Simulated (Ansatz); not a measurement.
# AlN: direct gap against volume per atom

All results are calculated (Ansatz 0.2.0). Plane-wave density functional theory, PAW datasets, Gaussian smearing 0.05 eV: Kohn-Sham gaps of one periodic cell over its k-point mesh and, where one was run, its band path; band edges are those on the mesh.

Cell of the first row (space group Fm-3m, No. 225):
```
AlN
1.0
      0.0000     1.9846     1.9846
      1.9846     0.0000     1.9846
      1.9846     1.9846     0.0000
Al N
1 1
Direct
  0.00000 0.00000 0.00000
  0.50000 0.50000 0.50000
```

Settings of every row: paw set soft_2; functional PBEsol; spin treatment none; moment partition spheres; spin axis none; wave cutoff 420 eV; k mesh 14x14x14; SCF start atoms; lower state search light; symmetry use detected.

Atom first moment, atom hubbard u: 0 on all atoms.

Limits: semilocal functionals tend to give too small a gap.

| row | volume per atom (Å³) | direct gap (eV) | band gap (eV) |
| --- | --- | --- | --- |
| 1 | 7.816 | 6.465 | 5.033 |
| 2 | 7.943 | 6.224 | 4.943 |
| 3 | 8.109 | 5.92 | 4.741 |
| 4 | 8.268 | 5.64 | 4.553 |
| 5 | 8.274 | 5.629 | 4.546 |
| 6 | 8.44 | 5.349 | 4.359 |
| 7 | 8.605 | ? | ? |
| 8 | 8.69 | 4.946 | 4.089 |

Question: what direct gap should row 7 give?

Worked fit of direct gap. Take t = volume per atom − 8.2, in Å³. The shown rows have t = -0.384, -0.257, -0.091, 0.068, 0.074, 0.24, 0.49. Least squares give direct gap = 5.7585 − 1.7593 × t + 0.2077 × t² eV; a straight line predicts inner rows, each left out in turn, worse (root mean square 0.014 against 0.00062 eV). The rows lie off it by 0.000, 0.000, 0.000, 0.000, 0.000, 0.001, 0.000. The withheld row has t = 0.405, so the fit gives 5.7585 − 1.7593 × (0.405) + 0.2077 × (0.405)² = 5.080 eV.

The calculation gave 5.079 eV. The fit lies 0.001 eV (0.066 % of the column's range) above it, one unit of the last digit.

The other values of row 7: band gap 4.178 eV.
